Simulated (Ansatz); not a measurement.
BP, DFT, PBE, all-electron LAPW, scalar-relativistic (Ansatz 0.2.0), run on 1 thread of Intel(R) Xeon(R) Platinum 8259CL CPU @ 2.50GHz (Skylake/Cascade Lake) on a shared host.

The structure comes from a relaxation in the same program, started in the WC type. Whether it is a known phase or the ground state wasn't checked. The listed cell was then made from it by scaling, straining or moving an atom.

Command: `ansatz run input.yaml --threads 1 --pin off --max-ram 2048MiB --backend cpu --events-out ev --progress --plain --runs-dir out`

```yaml
crystal:
  lattice:
    - [3.0491768033, 0.0, 0.0]
    - [-1.5245884017, 2.6406645723, 0.0]
    - [0.0, 0.0, 2.6968247451]
  atoms:
    - { symbol: B, position: [0.0, 0.0, 0.0] }
    - { symbol: P, position: [0.3333333333, 0.6666666667, 0.5] }
kpoints:
  mp_grid: { grid: [13, 13, 11] }
scf:
  occupations: { method: fermi_dirac, width: 0.08 }
hamiltonian:
  xc: pbe
  pseudopotentials: { kind: all_electron, lapw: { basis_error: 0.0005 } }
output:
  forces: true
  stress: true
  eigenvalues: true
```

**Question.** How large is the problem that the program sets up?

**Answer.** 126 irreducible k-points, 187 plane waves at Γ, 13 bands.

**Question.** About how long does it take, and how much memory does it use?

**Answer.** 11 s of wall time for 6 SCF iterations, with a peak of 0.33 GiB. Times on shared machines scatter by tens of per cent.

**Question.** And the same cell and mesh by frozen-core PAW, asked for forces, stress, eigenvalues, efg, write_density, write_potential, elf, on the same hardware?

**Answer.** 4.1 s, peak memory 0.41 GiB.

**Question.** And the same cell and mesh by all-electron PAW (datasets made for this crystal), asked for forces, stress, eigenvalues, efg, on the same hardware?

**Answer.** 7.2 s, peak memory 0.42 GiB.
